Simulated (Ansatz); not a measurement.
# Re: a prediction, then the measurements

Level of theory: DFT PBE, scalar-relativistic, plane waves, PAW in Ansatz 0.2.0.

Plane waves to 420 eV, a k mesh through Γ of 18×18×10 on the computed 2-atom cell and Gaussian smearing (0.10 eV); no spin polarisation.

Relaxed structure, symmetry kept:

```
CELL_PARAMETERS angstrom
2.77489 0.00000 0.00000
-1.38744 2.40312 0.00000
0.00000 0.00000 4.48413
ATOMIC_POSITIONS crystal
Re 0.33333 0.66667 0.25000
Re 0.66667 0.33333 0.75000
```

```
Space group                                                       : P6_3/mmc (No. 194)
Volume per atom                                                   : 14.95 Å³
Formation energy from the elements' standard states (uncorrected) : 0.000 eV/atom
Kohn–Sham band gap                                                : none (metal)
Density of states at the Fermi level                              : 1.48 states/eV per cell
Löwdin character within 0.5 eV of the Fermi level                 : Re 5d 88 %, unprojected 7 %
Bulk modulus                                                      : 365 GPa
Its pressure derivative                                           : 4.4
Bader charges (e)                                                 : Re (2 in the cell) 0.00
```

Spin-orbit coupling is left out, which matters for the bands of heavy elements.

**Experimental background.**

“Structural evolution of Re (0001) thin films grown on Nb (110) surfaces by molecular beam epitaxy”, 2010, arxiv:1008.4577 quotes, for a bulk crystal of Re at 300 K: lattice constant a 2.761 Å.

A printed reference work, textbook reports, for a bulk crystal of Re: lattice constant c 4.46 Å.

A measured lattice constant a of Re is 2.761 Å (300 K; quoted in the paper above); the calculated 2.775 Å misses it by +0.5 %. Against the measured lattice constant c of Re, 4.46 Å (a printed reference work, textbook), the calculated 4.484 Å is off by +0.5 %. The measured value has few digits, which limits the comparison. The calculation is for 0 K without zero-point motion.